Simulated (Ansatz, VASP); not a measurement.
**Two plane-wave programs on Be**

```xyz
2
Lattice="2.2853 0.0000 0.0000 -1.1426 1.9791 0.0000 0.0000 0.0000 3.5842" Properties=species:S:1:pos:R:3 pbc="T T T"
Be    0.0000    1.3194    0.8961
Be    1.1427    0.6597    2.6882
```

Alike in both runs: task relaxation of cell and atoms; functional PBEsol; k mesh 24 × 24 × 14; occupations fermi-dirac, width 0.1 eV; no spin polarisation.

```csv
,VASP,Ansatz
version,VASP 6.6.1,Ansatz 0.2.0
potentials or method,"VASP PAW PBE potentials, release 64 (Be)","PAW with Ansatz's default frozen-core files, scalar-relativistic"
plane-wave cutoff (eV),600,420
valence electrons in the cell,4,4
```

|  | VASP | Ansatz | Ansatz less VASP |
| --- | --- | --- | --- |
| relaxed volume (Å³/atom) | 7.86 | 7.84 | -0.022 |
| relaxed cell length with the largest relative difference (Å) | 3.558 | 3.554 | -0.0036 |
| energy change over the relaxation (meV/atom) | -3 | -3 | -0.5 |

Caveats: the PAW data sets were made with another functional, which shifts forces and pressure a little (VASP).
